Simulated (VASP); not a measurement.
# MoSe2 in VASP: a series of runs, part 2 of 2

VASP 6.6.1. Earlier steps stand in the parts before.

**3. Single point, PBE**

The input, INCAR:

```
PREC = Accurate
ENCUT = 400
EDIFF = 0.001
ISMEAR = 0
SIGMA = 0.05
LREAL = False
LASPH = True
NELM = 120
ALGO = Normal
ISIF = 2
LWAVE = False
LCHARG = False
LDIPOL = True
IDIPOL = 3
DIPOL = 0.5 0.5 0.500
GGA = PE
NBANDS = 72
LVHAR = True
LVACPOTAV = True
```

The input, KPOINTS:

```
Automatic mesh
0
Gamma
  8 8 1
```

The input, POSCAR:

```
MoSe2
1.0
    3.2879993385      0.0000000000      0.0000000000
   -1.6439996692      2.8474909548      0.0000000000
    0.0000000000      0.0000000000     34.5750000000
Se Mo
8 4
Direct
    0.3333333333      0.6666666666      0.1735357918
    0.3333333333      0.6666666666      0.2668112798
    0.6666666667      0.3333333334      0.3600867679
    0.6666666667      0.3333333334      0.4533622560
    0.3333333333      0.6666666666      0.5466377440
    0.3333333333      0.6666666666      0.6399132321
    0.6666666667      0.3333333334      0.7331887202
    0.6666666667      0.3333333334      0.8264642082
    0.6666666667      0.3333333334      0.2201735358
    0.3333333333      0.6666666666      0.4067245119
    0.6666666667      0.3333333334      0.5932754881
    0.3333333333      0.6666666666      0.7798264642
```

Potentials or basis: VASP PAW PBE potentials, release 64 (Se, Mo_sv).

Launch:

```sh
$ cat potpaw_PBE.64/Se/POTCAR potpaw_PBE.64/Mo_sv/POTCAR > POTCAR
$ mpirun -np 1 vasp_std > vasp.out
```

OUTCAR:

```text
PREC = Accurate
   ENCUT = 400
   EDIFF = 0.001
   ISMEAR = 0
   LREAL = False
   LASPH = True
   NELM = 120
   ISIF = 2
   GGA = PE

 Found     10 irreducible k-points:

 Following reciprocal coordinates:
            Coordinates               Weight
  0.000000  0.000000  0.000000      1.000000
  0.125000  0.000000  0.000000      6.000000
  0.250000  0.000000  0.000000      6.000000
  0.375000  0.000000  0.000000      6.000000
  0.500000  0.000000  0.000000      3.000000
  0.125000  0.125000  0.000000      6.000000
   k-points           NKPTS =     10   k-points in BZ     NKDIM =     10   number of bands    NBANDS=     72
   number of dos      NEDOS =    301   number of ions     NIONS =     12
   total plane-waves  NPLWV = 138240
   dimension x,y,z NGX =    24 NGY =   24 NGZ =  240
   dimension x,y,z NGXF=    48 NGYF=   48 NGZF=  480
   ions per type =               8   4
   NGX,Y,Z   is equivalent  to a cutoff of  12.13, 12.13, 11.54 a.u.
   NGXF,Y,Z  is equivalent  to a cutoff of  24.27, 24.27, 23.08 a.u.
 SYSTEM =  unknown system
   PREC   = accura    normal or accurate (medium, high low for compatibility)
   ISTART =      0    job   : 0-new  1-cont  2-samecut
   ICHARG =      2    charge: 1-file 2-atom 10-const
   ISPIN  =      1    spin polarized calculation?
   LNONCOLLINEAR =      F non collinear calculations
   LSORBIT =      F    spin-orbit coupling
   LASPH  =      T    aspherical Exc in radial PAW
   ENCUT  =  400.0 eV  29.40 Ry    5.42 a.u.   5.36  5.36 56.38*2*pi/ulx,y,z
   NELM   =    120;   NELMIN=  2; NELMDL= -5     # of ELM steps
   EDIFF  = 0.1E-02   stopping-criterion for ELM
   LREAL  =      F    real-space projection
   EDIFFG = 0.1E-01   stopping-criterion for IOM
   NSW    =      0    number of steps for IOM
   IBRION =     -1    ionic relax: 0-MD 1-quasi-New 2-CG
   NFREE  =      0    steps in history (QN), initial steepest desc. (CG)
   ISIF   =      2    stress and relaxation
   ISYM   =      2    0-nonsym 1-usesym 2-fastsym
   POTIM  = 0.5000    time-step for ionic-motion
   TEBEG  =    0.0;   TEEND  =   0.0 temperature during run
   PSTRESS=    0.0 pullay stress
   NELECT =     104.0000    total number of electrons
   NUPDOWN=      -1.0000    fix difference up-down
   EMIN   =  10.00;   EMAX   =-10.00  energy-range for DOS
   EFERMI =   0.00;   METHOD = LEGACY
   ISMEAR =     0;   SIGMA  =   0.05  broadening in eV -4-tet -1-fermi 0-gaus
   EFERMI_NEDOS =   21; number of points for ismear=-14 and -15
   IALGO  =     38    algorithm
   IMIX   =      4    mixing-type and parameters
     AMIX     =   0.40;   BMIX     =  1.00
     AMIX_MAG =   1.60;   BMIX_MAG =  1.00
  volume/ion in A,a.u.               =      26.98       182.04
  Fermi-wavevector in a.u.,A,eV,Ry     =   1.121245  2.118846 17.105113  1.257190
  Thomas-Fermi vector in A             =   2.257897
   LORBIT       =      0    0 simple, 1 ext, 2 COOP (PROOUT), +10 PAW based schemes
   GGA     = PE    functional components
   LHFCALC =     F    Hartree Fock is set to
   AEXX    =    0.0000 exact exchange contribution
   IVDW    =     0    specifies the selected vdW correction
   LEPSILON=     F    determine dielectric tensor
   LRPA    =     F    only Hartree local field effects (RPA)
 non-spin polarized calculation
 Gauss-broadening in eV      SIGMA  =   0.05
  energy-cutoff  :      400.00
  volume of cell :      323.71
 maximum number of plane-waves:      5993
 NGX is ok and might be reduce to    24
   NGX = 11   NGY = 11   NGZ =113

 number of electron     104.0000002 magnetization

 dipolmoment           0.000000      0.000000      0.000000 electrons x Angstroem

 Free energy of the ion-electron system (eV)
  ---------------------------------------------------
  ext. energy  EPLUGINS =         0.00000000
  ---------------------------------------------------
  free energy    TOTEN  =       -79.47180808 eV

  energy without entropy =      -79.47180808  energy(sigma->0) =      -79.47180808

 E-fermi :   4.0073     XC(G=0):  -8.3128

 val. band max:        3.5963814570   @ k =   0.0000   0.0000   0.0000
 cond. band min:       4.6335822816   @ k =   0.2500   0.1250   0.0000
 fundamental gap:      1.0372008246
 Fermi energy:         4.0073028584

 k-point     1 :       0.0000    0.0000    0.0000
  band No.  band energies     occupation
      1     -57.6522      2.00000
      2     -57.6522      2.00000
      3     -57.6401      2.00000
      4     -57.6401      2.00000
      5     -31.8359      2.00000
      6     -31.8358      2.00000
[... 56 lines left out ...]
     63       6.3996      0.00000
     64       6.3996      0.00000

 k-point     2 :       0.1250    0.0000    0.0000
  band No.  band energies     occupation
      1     -57.6485      2.00000
      2     -57.6485      2.00000
      3     -57.6364      2.00000
      4     -57.6364      2.00000
      5     -31.8269      2.00000
      6     -31.8268      2.00000
[... 56 lines left out ...]
     63       6.1126      0.00000
     64       6.1735      0.00000

 k-point     3 :       0.2500    0.0000    0.0000
  band No.  band energies     occupation
      1     -57.6395      2.00000
      2     -57.6395      2.00000
      3     -57.6274      2.00000
      4     -57.6274      2.00000
      5     -31.8053      2.00000
      6     -31.8052      2.00000
[... 56 lines left out ...]
     63       6.1145      0.00000
     64       6.2835      0.00000

 k-point     4 :       0.3750    0.0000    0.0000
  band No.  band energies     occupation
      1     -57.6305      2.00000
      2     -57.6305      2.00000
      3     -57.6184      2.00000
      4     -57.6184      2.00000
      5     -31.9012      2.00000
      6     -31.9012      2.00000
[... 56 lines left out ...]
     63       6.7756      0.00000
     64       7.0767      0.00000

 k-point     5 :       0.5000    0.0000    0.0000
  band No.  band energies     occupation
      1     -57.6268      2.00000
      2     -57.6268      2.00000
      3     -57.6146      2.00000
      4     -57.6146      2.00000
      5     -31.9412      2.00000
      6     -31.9412      2.00000
[... 56 lines left out ...]
     63       6.9973      0.00000
     64       7.2446      0.00000

 k-point     6 :       0.1250    0.1250    0.0000
  band No.  band energies     occupation
      1     -57.6422      2.00000
      2     -57.6421      2.00000
      3     -57.6300      2.00000
      4     -57.6300      2.00000
      5     -31.8116      2.00000
      6     -31.8115      2.00000
[... 56 lines left out ...]
     63       5.7960      0.00000
     64       5.8287      0.00000

 [... further k-points ...]

 [bands above 64 left out]

------------------------ aborting loop because EDIFF is reached ----------------------------------------

  FORCE on cell =-STRESS in cart. coord.  units (eV):
  Direction    XX          YY          ZZ          XY          YZ          ZX
  --------------------------------------------------------------------------------------
  -------------------------------------------------------------------------------------
  Total        8.7724267      8.7724267     17.0637276      0.0000000     -0.0000000     -0.0000000
  in kB       43.4184250     43.4184250     84.4555568      0.0000000     -0.0000000     -0.0000000
  external PRESSURE =      57.0974690 kB  Pullay stress =       0.0000000 kB

 VOLUME and BASIS-vectors are now :
 -----------------------------------------------------------------------------
  energy-cutoff  :      400.00
  volume of cell :      323.71
      direct lattice vectors                 reciprocal lattice vectors
     3.287999339  0.000000000  0.000000000     0.304136314  0.175593183  0.000000000
    -1.643999669  2.847490955  0.000000000     0.000000000  0.351186366  0.000000000
     0.000000000  0.000000000 34.575000000     0.000000000  0.000000000  0.028922632

 POSITION                                       TOTAL-FORCE (eV/Angst)
 -----------------------------------------------------------------------------------
      0.00000      1.89833      6.00000         0.000000      0.000000     -1.242045
      0.00000      1.89833      9.22500         0.000000      0.000000      1.155169
      1.64400      0.94916     12.45000        -0.000000      0.000000     -1.154247
      1.64400      0.94916     15.67500         0.000000      0.000000      1.153274
      0.00000      1.89833     18.90000        -0.000000      0.000000     -1.153274
      0.00000      1.89833     22.12500         0.000000      0.000000      1.154247
      1.64400      0.94916     25.35000        -0.000000      0.000000     -1.155169
      1.64400      0.94916     28.57500        -0.000000      0.000000      1.242045
      1.64400      0.94916      7.61250        -0.000000     -0.000000     -0.039992
      0.00000      1.89833     14.06250        -0.000000      0.000000      0.000217
      1.64400      0.94916     20.51250         0.000000     -0.000000     -0.000217
      0.00000      1.89833     26.96250        -0.000000      0.000000      0.039992
 -----------------------------------------------------------------------------------
    total drift:                                0.000000     -0.000000      0.000000

  FREE ENERGIE OF THE ION-ELECTRON SYSTEM (eV)
  ---------------------------------------------------
  free  energy   TOTEN  =       -79.4718080777 eV

  energy  without entropy=      -79.4718080777  energy(sigma->0) =      -79.47180808
```

Run time: 2.8 min. Hardware: 1 thread of Intel Xeon Platinum 8259CL at 2.50GHz (Skylake/Cascade Lake), shared host; peak memory 0.39 GiB.

The run converged, but some of its settings lie outside the range that counts as converged, so its numbers aren't taken as properties of the slab.

What came out:

| Item | Value |
| --- | --- |
| Free energy | -79.4718 eV |
| Largest force | 1.242 eV/Å |
| Band gap on the k mesh | 1.04 eV, indirect (least direct gap 1.66 eV) |

Caveat: the cell's inner coordinates are idealised or old, which leaves forces on the atoms.

**4. Single point, PBE**

This run uses another cell than the first one, of 29.32 Å³/atom, 1.087 times its volume.

The input, INCAR:

```
PREC = Accurate
ENCUT = 400
EDIFF = 1E-7
ISMEAR = 0
SIGMA = 0.05
LREAL = False
LASPH = True
NELM = 120
ALGO = Normal
ISIF = 2
LWAVE = False
LCHARG = False
GGA = PE
NBANDS = 72
LVHAR = True
LVACPOTAV = True
IDIPOL = 3
```

KPOINTS is that of step 3.

The input, POSCAR:

```
MoSe2
1.0
    3.2879993385      0.0000000000      0.0000000000
   -1.6439996692      2.8474909548      0.0000000000
    0.0000000000      0.0000000000     37.5750000000
Se Mo
8 4
Direct
    0.3333333333      0.6666666666      0.1996007984
    0.3333333333      0.6666666666      0.2854291417
    0.6666666667      0.3333333334      0.3712574850
    0.6666666667      0.3333333334      0.4570858283
    0.3333333333      0.6666666666      0.5429141717
    0.3333333333      0.6666666666      0.6287425150
    0.6666666667      0.3333333334      0.7145708583
    0.6666666667      0.3333333334      0.8003992016
    0.6666666667      0.3333333334      0.2425149701
    0.3333333333      0.6666666666      0.4141716567
    0.6666666667      0.3333333334      0.5858283433
    0.3333333333      0.6666666666      0.7574850299
```

Launch:

```sh
$ cat potpaw_PBE.64/Se/POTCAR potpaw_PBE.64/Mo_sv/POTCAR > POTCAR
$ mpirun -np 1 vasp_std > vasp.out
```

Wall time 6.5 min (1 thread of Intel Xeon Platinum 8259CL at 2.50GHz (Skylake/Cascade Lake), shared host); peak memory 0.43 GiB.

These settings aren't checked as converged: the numbers below hold their error.

Results:

| Item | Value |
| --- | --- |
| Free energy | -79.4727 eV |
| Largest force | 1.239 eV/Å |
| Band gap on the k mesh | 1.04 eV, indirect (least direct gap 1.66 eV) |

Caveat: the cell's inner coordinates are idealised or old, which leaves forces on the atoms.

**5. Single point, PBE**

Edit INCAR of step 4 so:

```diff
@@ -12,2 +12,5 @@
 LCHARG = False
+LDIPOL = True
+IDIPOL = 3
+DIPOL = 0.5 0.5 0.500
 GGA = PE
@@ -16,2 +19 @@
 LVACPOTAV = True
-IDIPOL = 3
```

The input, KPOINTS:

```
Automatic mesh
0
Gamma
  10 10 1
```

The input, POSCAR:

```
MoSe2
1.0
    3.2879993385      0.0000000000      0.0000000000
   -1.6439996692      2.8474909548      0.0000000000
    0.0000000000      0.0000000000     34.5750000000
Se Mo
8 4
Direct
    0.3333333333      0.6666666666      0.1735357918
    0.3333333333      0.6666666666      0.2668112798
    0.6666666667      0.3333333334      0.3600867679
    0.6666666667      0.3333333334      0.4533622560
    0.3333333333      0.6666666666      0.5466377440
    0.3333333333      0.6666666666      0.6399132321
    0.6666666667      0.3333333334      0.7331887202
    0.6666666667      0.3333333334      0.8264642082
    0.6666666667      0.3333333334      0.2201735358
    0.3333333333      0.6666666666      0.4067245119
    0.6666666667      0.3333333334      0.5932754881
    0.3333333333      0.6666666666      0.7798264642
```

Launch:

```sh
$ cat potpaw_PBE.64/Se/POTCAR potpaw_PBE.64/Mo_sv/POTCAR > POTCAR
$ mpirun -np 1 vasp_std > vasp.out
```

Wall time 7.6 min (1 thread of Intel Xeon Platinum 8259CL at 2.50GHz (Skylake/Cascade Lake), shared host); peak memory 0.43 GiB.

These settings aren't checked as converged: the numbers below hold their error.

Results:

```
Free energy                            : -79.4729 eV
Largest force                          : 1.238 eV/Å
Band gap on the k mesh                 : 0.98 eV, indirect (least direct gap 1.61 eV)
Ionisation potential of the upper face : 4.90 eV
```

Caveat: the cell's inner coordinates are idealised or old, which leaves forces on the atoms.

**6. Single point, PBE**

This run uses another cell than the first one, of 34.78 Å³/atom, 1.289 times its volume.

The input, INCAR:

```
  PREC = Accurate
  ENCUT = 750
  EDIFF = 1E-8
  ISMEAR = 0
  SIGMA = 0.05
  LREAL = False
  LASPH = True
  NELM = 120
  ALGO = Normal
  ISIF = 2
  LWAVE = False
  LCHARG = False
  LDIPOL = True
  IDIPOL = 3
  DIPOL = 0.5 0.5 0.500
  GGA = PE
  NBANDS = 72
  LVHAR = True
  LVACPOTAV = True
```

The input, KPOINTS:

```
Automatic mesh
0
Gamma
  13 13 1
```

The input, POSCAR:

```
MoSe2
1.0
    3.2879993385      0.0000000000      0.0000000000
   -1.6439996692      2.8474909548      0.0000000000
    0.0000000000      0.0000000000     44.5750000000
Se Mo
8 4
Direct
    0.3333333333      0.6666666666      0.2467750981
    0.3333333333      0.6666666666      0.3191250701
    0.6666666667      0.3333333334      0.3914750421
    0.6666666667      0.3333333334      0.4638250140
    0.3333333333      0.6666666666      0.5361749860
    0.3333333333      0.6666666666      0.6085249579
    0.6666666667      0.3333333334      0.6808749299
    0.6666666667      0.3333333334      0.7532249019
    0.6666666667      0.3333333334      0.2829500841
    0.3333333333      0.6666666666      0.4276500280
    0.6666666667      0.3333333334      0.5723499720
    0.3333333333      0.6666666666      0.7170499159
```

Potentials or basis: VASP PAW PBE potentials, release 64 (Se, Mo_sv).

Launch:

```sh
$ cat potpaw_PBE.64/Se/POTCAR potpaw_PBE.64/Mo_sv/POTCAR > POTCAR
$ mpirun -np 1 vasp_std > vasp.out
```

It took 34 min on 1 thread of Intel Xeon 6975P-C (Granite Rapids), shared host; peak memory 1.2 GiB.

It converged, with:

- Free energy: -79.4920 eV
- Largest force: 1.235 eV/Å
- Band gap on the k mesh: 0.99 eV, indirect (least direct gap 1.52 eV)
- Ionisation potential of the upper face: 4.90 eV

Forces in eV/Å, atoms in the order of the input:
```
Se   0.000  0.000 -1.235
Se   0.000  0.000  1.146
Se   0.000  0.000 -1.144
Se   0.000  0.000  1.143
Se   0.000  0.000 -1.143
Se   0.000  0.000  1.144
Se   0.000  0.000 -1.146
Se   0.000  0.000  1.235
Mo   0.000  0.000 -0.040
Mo   0.000  0.000  0.000
Mo   0.000  0.000  0.000
Mo   0.000  0.000  0.040
```

Levels at points of the mesh, in eV from the valence-band top:
```tsv
k point	band 49	band 50	band 51	band 52	band 53	band 54	band 55	band 56
(0.00, 0.00, 0.00)	-0.89	-0.40	-0.14	0.00	2.45	2.45	2.47	2.47
```

Caveat: the cell's inner coordinates are idealised or old, which leaves forces on the atoms.
